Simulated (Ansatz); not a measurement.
PtSe$_{2}$ under strain

Theory: Ansatz 0.2.0, DFT PBEsol, scalar-relativistic, plane waves, PAW. (420 eV cutoff, 18×18×12 k-mesh, Gaussian smearing of 0.10 eV, no spin polarisation)

The relaxed crystal:

```
CELL_PARAMETERS angstrom
3.75936 0.00000 0.00000
-1.87968 3.25570 0.00000
0.00000 0.00000 4.86856
ATOMIC_POSITIONS crystal
Pt 0.00000 0.00000 0.00000
Se 0.66667 0.33333 0.73937
Se 0.33333 0.66667 0.26063
```

Deformation: biaxial strain in the a-b plane, with the length and tilt of c and the atoms relaxed, all within the symmetry that the strain leaves. Energies are extrapolated to zero smearing.

Spin–orbit coupling is left out, which can shift energies with elements as heavy as these.

| strain (%) | ΔE (meV/atom) | a (Å) | b (Å) | c (Å) |
| --- | --- | --- | --- | --- |
| -3.0 | 22.2 | 3.647 | 3.647 | 5.162 |
| -2.0 | 10.0 | 3.684 | 3.684 | 5.041 |
| -1.0 | 2.6 | 3.722 | 3.722 | 4.945 |
| +0.0 | 0.0 | 3.759 | 3.759 | 4.869 |
| +1.0 | 2.3 | 3.797 | 3.797 | 4.794 |
| +2.0 | 9.3 | 3.835 | 3.835 | 4.729 |
| +3.0 | 20.8 | 3.872 | 3.872 | 4.667 |

(1) What stiffness (1/V) d²E/dε² at zero strain does a cubic fit over all points give?

(2) How does the free axis c answer a small strain?

Answers

(1) A cubic fit gives (1/V) d²E/dε² = 385 GPa at zero strain (twice the biaxial modulus).

(2) Between the innermost points its strain is -1.55 times the applied one.